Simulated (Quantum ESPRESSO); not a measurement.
# In in Quantum ESPRESSO: notebook

The runs below take In through work function, with PBE.

Program: Quantum ESPRESSO 7.5. These are calculated values, not measurements. Logs are shortened: lines on timing, memory, paths and dates and some standing lists are left out, and cuts for length are marked.

## 1. The slab as given

The cell holds a slab with vacuum, 3 atoms: a = 3.335 Å, b = 3.335 Å, c = 20.509 Å, α = 90.00°, β = 90.00°, γ = 120.00°.

## 2. Work function, PBE

Input file pw.in:

```
&CONTROL
  calculation = 'scf'
  prefix = 'pwscf'
  outdir = './tmp'
  pseudo_dir = './pseudo'
  tprnfor = .true.
  disk_io = 'low'
/
&SYSTEM
  ibrav = 0
  celldm(1) = 8
  nat = 3
  ntyp = 1
  ecutwfc = 70
  nbnd = 28
  occupations = 'smearing'
  smearing = 'mp'
  degauss = 0.00073499
/
&ELECTRONS
  conv_thr = 3d-09
  electron_maxstep = 150
  mixing_beta = 0.3
  mixing_mode = 'local-TF'
/
ATOMIC_SPECIES
In   114.8180 In.upf
CELL_PARAMETERS alat
  0.7878940913652  -0.0000000000000   0.0000000000000
 -0.3939470456720   0.6823362986078   0.0000000000000
  0.0000000000000   0.0000000000000   4.8445828962010
ATOMIC_POSITIONS crystal
In     0.3333333300    0.6666666600    0.3656905620
In     0.6666666700    0.3333333400    0.5000000000
In     0.3333333300    0.6666666600    0.6343094380
K_POINTS automatic
9 9 1 0 0 0
```

Input file pp_density.in:

```
&INPUTPP
  prefix = 'pwscf'
  outdir = './tmp'
  filplot = 'density.dat'
  plot_num = 0
/
&PLOT
  nfile = 1
  filepp(1) = 'density.dat'
  iflag = 3
  output_format = 6
  fileout = 'density.cube'
/
```

Input file pp_potential.in:

```
&INPUTPP
  prefix = 'pwscf'
  outdir = './tmp'
  filplot = 'potential.dat'
  plot_num = 11
/
&PLOT
  nfile = 1
  filepp(1) = 'potential.dat'
  iflag = 3
  output_format = 6
  fileout = 'potential.cube'
/
```

Input file pp_elf.in:

```
&INPUTPP
  prefix = 'pwscf'
  outdir = './tmp'
  filplot = 'elf.dat'
  plot_num = 8
/
&PLOT
  nfile = 1
  filepp(1) = 'elf.dat'
  iflag = 3
  output_format = 6
  fileout = 'elf.cube'
/
```

Potentials or basis: PseudoDojo 0.4.1 SR PBE standard.

Run with:

```console
> OMP_NUM_THREADS=1 mpirun -n 2 pw.x -nk 2 -in pw.in > pw.out
> OMP_NUM_THREADS=1 mpirun -n 1 pp.x -in pp_density.in > pp_density.out
> OMP_NUM_THREADS=1 mpirun -n 1 pp.x -in pp_potential.in > pp_potential.out
> OMP_NUM_THREADS=1 mpirun -n 1 pp.x -in pp_elf.in > pp_elf.out
```

pw.out:

```text
This program is part of the open-source Quantum ESPRESSO suite
     for quantum simulation of materials; please cite
[... 6 lines left out ...]
     using ibrav=0 with symmetry is DISCOURAGED, use correct ibrav instead

     K-points division:     npool     =       2
     Subspace diagonalization in iterative solution of the eigenvalue problem:
     a serial algorithm will be used

     G-vector sticks info
     --------------------
     sticks:   dense  smooth     PW     G-vecs:    dense   smooth      PW
     Sum         769     769    223               105459   105459   16533

     Using Slab Decomposition

     bravais-lattice index     =            0
     lattice parameter (alat)  =       8.0000  a.u.
     unit-cell volume          =    1333.4989 (a.u.)^3
     number of atoms/cell      =            3
     number of atomic types    =            1
     number of electrons       =        39.00
     number of Kohn-Sham states=           28
     kinetic-energy cutoff     =      70.0000  Ry
     charge density cutoff     =     280.0000  Ry
     scf convergence threshold =      3.0E-09
     mixing beta               =       0.3000
     number of iterations used =            8  local-TF  mixing
     Exchange-correlation= PBE
                           (   1   4   3   4   0   0   0)

     celldm(1)=   8.000000  celldm(2)=   0.000000  celldm(3)=   0.000000
     celldm(4)=   0.000000  celldm(5)=   0.000000  celldm(6)=   0.000000

     crystal axes: (cart. coord. in units of alat)
               a(1) = (   0.787894  -0.000000   0.000000 )
               a(2) = (  -0.393947   0.682336   0.000000 )
               a(3) = (   0.000000   0.000000   4.844583 )

     reciprocal axes: (cart. coord. in units 2 pi/alat)
               b(1) = (  1.269206  0.732776 -0.000000 )
               b(2) = (  0.000000  1.465553 -0.000000 )
               b(3) = ( -0.000000 -0.000000  0.206416 )

     PseudoPot. # 1 for In read from file:
     In.upf
     Pseudo is Norm-conserving + core correction, Zval = 13.0
     Generated using ONCVPSP code by D. R. Hamann
     Using radial grid of 1964 points,  6 beta functions with:
                l(1) =   0
                l(2) =   0
                l(3) =   1
                l(4) =   1
                l(5) =   2
                l(6) =   2

     atomic species   valence    mass     pseudopotential
     In               13.00   114.81800     In( 1.00)

     12 Sym. Ops. (no inversion) found

   Cartesian axes

     site n.     atom                  positions (alat units)
         1        In     tau(   1) = (   0.0000000   0.4548909   1.7716182  )
         2        In     tau(   2) = (   0.3939470   0.2274454   2.4222914  )
         3        In     tau(   3) = (   0.0000000   0.4548909   3.0729647  )

     number of k points=    12  Methfessel-Paxton smearing, width (Ry)=  0.0007
                       cart. coord. in units 2pi/alat
        k(    1) = (   0.0000000   0.0000000   0.0000000), wk =   0.0246914
        k(    2) = (   0.0000000   0.1628392   0.0000000), wk =   0.1481481
        k(    3) = (   0.0000000   0.3256784   0.0000000), wk =   0.1481481
        k(    4) = (   0.0000000   0.4885177   0.0000000), wk =   0.1481481
        k(    5) = (   0.0000000   0.6513569   0.0000000), wk =   0.1481481
        k(    6) = (   0.1410229   0.2442588   0.0000000), wk =   0.1481481
        k(    7) = (   0.1410229   0.4070981   0.0000000), wk =   0.2962963
        k(    8) = (   0.1410229   0.5699373   0.0000000), wk =   0.2962963
        k(    9) = (   0.1410229   0.7327765   0.0000000), wk =   0.1481481
        k(   10) = (   0.2820458   0.4885177   0.0000000), wk =   0.1481481
        k(   11) = (   0.2820458   0.6513569   0.0000000), wk =   0.2962963
        k(   12) = (   0.4230687   0.7327765   0.0000000), wk =   0.0493827

     Dense  grid:   105459 G-vectors     FFT dimensions: (  36,  36, 216)

     Initial potential from superposition of free atoms

     starting charge      38.9883, renormalised to      39.0000

     negative rho (up, down):  1.034E-05 0.000E+00
     Starting wfcs are   27 randomized atomic wfcs +    1 random wfcs

     Self-consistent Calculation

     iteration #  1     ecut=    70.00 Ry     beta= 0.30
     Davidson diagonalization with overlap
     ethr =  1.00E-02,  avg # of iterations =  6.2

     Threshold (ethr) on eigenvalues was too large:
     Diagonalizing with lowered threshold

     Davidson diagonalization with overlap
     ethr =  1.06E-04,  avg # of iterations =  6.2
     Minimization algorithm failed to find Fermi energy: reverting to bisection
     Possible cause: smearing is larger than the electronic band-gap.

     total energy              =    -398.69513688 Ry
     estimated scf accuracy    <       0.04290409 Ry

     iteration #  2     ecut=    70.00 Ry     beta= 0.30
     Davidson diagonalization with overlap
     ethr =  1.10E-04,  avg # of iterations =  1.9

     total energy              =    -398.68450043 Ry
     estimated scf accuracy    <       0.02973036 Ry

     iteration #  3     ecut=    70.00 Ry     beta= 0.30
     Davidson diagonalization with overlap
     ethr =  7.62E-05,  avg # of iterations =  4.2

     total energy              =    -398.68829485 Ry
     estimated scf accuracy    <       0.00258448 Ry

     iteration #  4     ecut=    70.00 Ry     beta= 0.30
     Davidson diagonalization with overlap
     ethr =  6.63E-06,  avg # of iterations =  6.8

     total energy              =    -398.68814815 Ry
     estimated scf accuracy    <       0.00224409 Ry

     iteration #  5     ecut=    70.00 Ry     beta= 0.30
     Davidson diagonalization with overlap
     c_bands:  1 eigenvalues not converged
     ethr =  5.75E-06,  avg # of iterations =  5.0

     total energy              =    -398.68799314 Ry
     estimated scf accuracy    <       0.00114059 Ry

     iteration #  6     ecut=    70.00 Ry     beta= 0.30
     Davidson diagonalization with overlap
     ethr =  2.92E-06,  avg # of iterations =  6.6

     total energy              =    -398.68788639 Ry
     estimated scf accuracy    <       0.00043944 Ry

     iteration #  7     ecut=    70.00 Ry     beta= 0.30
     Davidson diagonalization with overlap
     ethr =  1.13E-06,  avg # of iterations =  5.1

     negative rho (up, down):  6.634E-04 0.000E+00

     total energy              =    -398.68801621 Ry
     estimated scf accuracy    <       0.00016378 Ry

     iteration #  8     ecut=    70.00 Ry     beta= 0.30
     Davidson diagonalization with overlap
     ethr =  4.20E-07,  avg # of iterations =  4.8

     negative rho (up, down):  7.898E-04 0.000E+00

     total energy              =    -398.68804620 Ry
     estimated scf accuracy    <       0.00004811 Ry

     iteration #  9     ecut=    70.00 Ry     beta= 0.30
     Davidson diagonalization with overlap
     ethr =  1.23E-07,  avg # of iterations =  2.0

     negative rho (up, down):  1.225E-04 0.000E+00

     total energy              =    -398.68804809 Ry
     estimated scf accuracy    <       0.00002977 Ry

     iteration # 10     ecut=    70.00 Ry     beta= 0.30
     Davidson diagonalization with overlap
     ethr =  7.63E-08,  avg # of iterations =  5.6

     negative rho (up, down):  3.611E-05 0.000E+00

     total energy              =    -398.68805830 Ry
     estimated scf accuracy    <       0.00001464 Ry

     iteration # 11     ecut=    70.00 Ry     beta= 0.30
     Davidson diagonalization with overlap
     ethr =  3.75E-08,  avg # of iterations =  2.6

     negative rho (up, down):  1.236E-06 0.000E+00

     total energy              =    -398.68805749 Ry
     estimated scf accuracy    <       0.00000330 Ry

     iteration # 12     ecut=    70.00 Ry     beta= 0.30
     Davidson diagonalization with overlap
     ethr =  8.45E-09,  avg # of iterations =  4.8

     negative rho (up, down):  2.377E-05 0.000E+00

     total energy              =    -398.68805816 Ry
     estimated scf accuracy    <       0.00000005 Ry

     iteration # 13     ecut=    70.00 Ry     beta= 0.30
     Davidson diagonalization with overlap
     ethr =  1.38E-10,  avg # of iterations =  5.1

     negative rho (up, down):  4.312E-06 0.000E+00

     total energy              =    -398.68805824 Ry
     estimated scf accuracy    <       0.00000001 Ry

     iteration # 14     ecut=    70.00 Ry     beta= 0.30
     Davidson diagonalization with overlap
     ethr =  3.18E-11,  avg # of iterations =  2.2

     End of self-consistent calculation

          k = 0.0000 0.0000 0.0000 ( 13345 PWs)   bands (ev):

   -12.8371 -12.7964 -12.7964 -12.6800 -12.6776 -12.6560 -12.6560 -12.5822
   -12.5822 -12.5526 -12.5526 -12.4328 -12.4328 -12.4167 -12.4167  -7.1130
    -5.7521  -3.7988  -0.2660   2.6438   4.9973   5.5050   6.9854   7.0367
     9.5445  10.1267  10.6791  10.6791

          k = 0.0000 0.1628 0.0000 ( 13259 PWs)   bands (ev):

   -12.8298 -12.7961 -12.7636 -12.6949 -12.6585 -12.6532 -12.6386 -12.5854
   -12.5601 -12.5496 -12.5316 -12.4513 -12.4392 -12.4371 -12.4168  -6.8724
    -5.5133  -3.5775  -0.0065   2.8664   5.2132   5.7271   7.2037   7.2460
     8.2784   9.4667   9.6134   9.7762

          k = 0.0000 0.3257 0.0000 ( 13231 PWs)   bands (ev):

   -12.8639 -12.7524 -12.7436 -12.6793 -12.6616 -12.6495 -12.6427 -12.5511
   -12.5367 -12.4883 -12.4843 -12.4662 -12.4629 -12.4477 -12.4159  -6.1439
    -4.7926  -2.9044   0.7501   3.4964   4.9592   5.8092   6.2464   6.3952
     7.8061   7.8712   7.9309   8.2016

          k = 0.0000 0.4885 0.0000 ( 13186 PWs)   bands (ev):

   -12.9088 -12.8013 -12.7317 -12.6865 -12.6794 -12.6700 -12.5816 -12.5580
   -12.5183 -12.4631 -12.4607 -12.4452 -12.4258 -12.3678 -12.3634  -4.9187
    -3.5842  -1.7688   1.8332   1.8957   3.1991   4.4039   5.1049   6.8776
     7.1405   7.4954   8.2029   8.4981

          k = 0.0000 0.6514 0.0000 ( 13156 PWs)   bands (ev):

   -12.9382 -12.8401 -12.7418 -12.7180 -12.6921 -12.6877 -12.5892 -12.5174
   -12.5049 -12.4679 -12.4264 -12.4131 -12.3979 -12.3029 -12.3019  -3.2287
    -1.9328  -1.0079   0.0690   0.4850   2.2064   3.4791   5.9985   6.1443
     6.5786   7.9442   8.5634   8.5770

          k = 0.1410 0.2443 0.0000 ( 13227 PWs)   bands (ev):

   -12.8240 -12.8003 -12.7251 -12.6983 -12.6621 -12.6241 -12.6145 -12.5936
   -12.5726 -12.4896 -12.4861 -12.4793 -12.4602 -12.4453 -12.4199  -6.3876
    -5.0334  -3.1301   0.5021   3.3002   5.6389   6.1538   6.4222   7.1215
     7.5180   7.6567   7.6912   8.6571

          k = 0.1410 0.4071 0.0000 ( 13190 PWs)   bands (ev):

   -12.8570 -12.7737 -12.7566 -12.6874 -12.6364 -12.6305 -12.6187 -12.5428
   -12.5398 -12.5085 -12.5019 -12.4557 -12.4302 -12.3995 -12.3872  -5.4093
    -4.0677  -2.2229   1.4740   3.3701   4.2487   4.7126   5.5281   6.4639
     6.7490   7.1067   7.1348   8.4260

          k = 0.1410 0.5699 0.0000 ( 13171 PWs)   bands (ev):

   -12.8911 -12.8196 -12.7319 -12.7105 -12.6634 -12.6519 -12.5697 -12.5689
   -12.5175 -12.4682 -12.4421 -12.4402 -12.4314 -12.3370 -12.3333  -3.9431
    -2.6255  -0.9092   0.6915   1.8176   2.9661   3.5097   4.9283   5.7083
     6.2158   7.2198   7.9647   8.3762

          k = 0.1410 0.7328 0.0000 ( 13160 PWs)   bands (ev):

   -12.9046 -12.8384 -12.7317 -12.7192 -12.6762 -12.6625 -12.5842 -12.5351
   -12.5168 -12.4700 -12.4383 -12.4088 -12.3952 -12.3192 -12.3173  -2.3351
    -1.5907  -1.1338  -0.0725   0.8481   1.5659   4.0539   4.7097   5.6113
     6.2689   6.5417   7.7818   8.4933

          k = 0.2820 0.4885 0.0000 ( 13200 PWs)   bands (ev):

   -12.8159 -12.8006 -12.7611 -12.7266 -12.6138 -12.5874 -12.5788 -12.5499
   -12.5294 -12.5170 -12.5120 -12.4566 -12.4472 -12.3538 -12.3459  -4.1865
    -2.8640  -1.1033   2.1101   2.5443   2.9990   3.3563   4.6139   4.8683
     5.8212   6.1717   7.4882   8.1681

          k = 0.2820 0.6514 0.0000 ( 13171 PWs)   bands (ev):

   -12.8175 -12.8086 -12.7505 -12.7261 -12.6086 -12.5812 -12.5746 -12.5642
   -12.5384 -12.4739 -12.4616 -12.4430 -12.4389 -12.3644 -12.3630  -2.5295
    -1.2668  -0.4676   0.8192   1.1675   2.1391   3.1546   3.4943   4.2842
     5.2329   6.6601   6.8015   8.9647

          k = 0.4231 0.7328 0.0000 ( 13206 PWs)   bands (ev):

   -12.8031 -12.7790 -12.7290 -12.7057 -12.6788 -12.5612 -12.5558 -12.5019
   -12.4793 -12.4710 -12.4654 -12.4650 -12.4490 -12.4249 -12.4238  -1.0567
    -0.9749  -0.2385   0.5755   1.2075   1.8415   2.1576   2.9904   3.3339
     5.1337   6.2676   7.4975   8.0996

     the Fermi energy is     1.8898 ev

!    total energy              =    -398.68805823 Ry
     estimated scf accuracy    <          2.1E-09 Ry
     smearing contrib. (-TS)   =      -0.00000322 Ry
     internal energy E=F+TS    =    -398.68805501 Ry

     The total energy is F=E-TS. E is the sum of the following terms:
     one-electron contribution =   -1453.90760474 Ry
     hartree contribution      =     747.14659212 Ry
     xc contribution           =    -120.11086005 Ry
     ewald contribution        =     428.18381766 Ry

     convergence has been achieved in  14 iterations

     Forces acting on atoms (cartesian axes, Ry/au):

     atom    1 type  1   force =    -0.00000000   -0.00000000   -0.00041400
     atom    2 type  1   force =     0.00000000   -0.00000000    0.00000000
     atom    3 type  1   force =     0.00000000    0.00000000    0.00041400

     Total force =     0.000585     Total SCF correction =     0.000325
     SCF correction compared to forces is large: reduce conv_thr to get better values

=------------------------------------------------------------------------------=
   JOB DONE.
=------------------------------------------------------------------------------=
```

It took 80 s on 2 MPI ranks of Arm Neoverse V1, shared host; peak memory 0.42 GiB.

Results:

| Quantity | Value |
| --- | --- |
| Free energy | -5424.4274 eV |
| Largest force | 0.011 eV/Å |
| Band gap on the k mesh | none (metal or under the smearing width) |
| Work function of the upper face | 3.82 eV |
| Work function of the lower face | 3.82 eV |

Forces in eV/Å, atoms in the order of the input:
```
In   0.000  0.000 -0.011
In   0.000  0.000  0.000
In   0.000  0.000  0.011
```

Levels at points of the mesh, in eV from the Fermi level:
```csv
k point,band 15,band 16,band 17,band 18,band 19,band 20,band 21,band 22,band 23,band 24
"(0.00, 0.00, 0.00)",-14.31,-9.00,-7.64,-5.69,-2.16,0.75,3.11,3.62,5.10,5.15
```

[end of part 1 of 2]
